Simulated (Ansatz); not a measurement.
SiNi:

```xyz
8
Lattice="4.5037 0.0000 0.0000 0.0000 4.5037 0.0000 0.0000 0.0000 4.5037" Properties=species:S:1:pos:R:3 pbc="T T T"
Ni    0.6733    0.6733    0.6733
Ni    2.9252    1.5785    3.8304
Ni    3.8304    2.9252    1.5785
Ni    1.5785    3.8304    2.9252
Si    3.8139    3.8139    3.8139
Si    1.5620    2.9417    0.6898
Si    0.6898    1.5620    2.9417
Si    2.9417    0.6898    1.5620
```

The cell is a database's computed one.

| Item | Value |
| --- | --- |
| Program | Ansatz 0.2.0 |
| Task | relaxation of cell and atoms |
| Functional | PBEsol |
| Potentials or basis | Ansatz PAW |
| Cutoff | 420 eV (not typed: the program's choice for these potentials) |
| k mesh | 6 × 6 × 6 |
| Occupations | fermi-dirac, width 0.05 eV |
| Spin | collinear spin, ferromagnetic start |
| Starting moments | [1.0, 1.0, 1.0, 1.0, 0.0, 0.0, 0.0, 0.0] μB |

At the start: volume 11.42 Å³/atom.

**Question.** Where does the relaxation end?

**Answer.** It ends after 5 steps and the volume is 11.15 Å³/atom (-2.4 %); space group P2_13 (No. 198, to 0.05 Å); moment 0.00 μB per cell.

The path:
```tsv
step	energy change (eV)	largest force (eV/Å)	volume (Å³)
1	0.0000	0.0381	91.35
2	-0.0269	0.0282	90.10
3	-0.0337	0.0134	89.11
4	-0.0337	0.0018	89.16
5	-0.0331	0.0018	89.16
```

Final structure:
```yaml
crystal:
  lattice:
    - [4.46742, 0.00000, 0.00000]
    - [0.00000, 4.46742, 0.00000]
    - [0.00000, 0.00000, 4.46742]
  atoms:
    - { symbol: Ni, position: [0.14889, 0.14889, 0.14889] }
    - { symbol: Ni, position: [0.64889, 0.35111, 0.85111] }
    - { symbol: Ni, position: [0.85111, 0.64889, 0.35111] }
    - { symbol: Ni, position: [0.35111, 0.85111, 0.64889] }
    - { symbol: Si, position: [0.84649, 0.84649, 0.84649] }
    - { symbol: Si, position: [0.34649, 0.65351, 0.15351] }
    - { symbol: Si, position: [0.15351, 0.34649, 0.65351] }
    - { symbol: Si, position: [0.65351, 0.15351, 0.34649] }
```

Caveat: the plane-wave basis is chosen anew once the cell has moved, so the energies of steps on either side of that aren't comparable; the PAW data sets come from PBE, with cores solved anew for the run's functional, which leaves a small shift of forces and pressure; the starting moments weren't kept.
